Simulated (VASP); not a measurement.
# HfN: equation of state with PBE

The system is HfN.

```xyz
2
Lattice="0.0000 2.4548 2.4548 2.4548 0.0000 2.4548 2.4548 2.4548 0.0000" Properties=species:S:1:pos:R:3 pbc="T T T"
Hf    0.0000    0.0000    0.0000
N     1.2274    1.2274    1.2274
```

The cell comes from a database or a generator and needn't be the stable form of this composition.

```yaml
Program: VASP 6.6.1
Task: equation of state
Functional: PBE
Potentials_or_basis: VASP PAW PBE potentials, release 64 (Hf_pv, N)
Cutoff: 520 eV
k_mesh: 9 × 9 × 9
Occupations: fermi-dirac, width 0.05 eV
Spin: no spin polarisation
```

The equilibrium volume is 14.77 Å³/atom and the bulk modulus is 194 GPa. The pressure derivative of the bulk modulus is 4.1.

Energy against volume, from the lowest point:
```
volume (Å³/atom)  energy (meV/atom)
          13.906              34.22
          14.201              14.36
          14.497               3.24
          14.793               0.00
          15.089               3.91
          15.385              14.27
          15.681              30.44
```

All runs of the series together: 100 s on 1 thread of Intel(R) Xeon(R) Platinum 8488C (Sapphire Rapids) (shared host).

The run has no spin-orbit coupling, so splittings on Hf are missing.
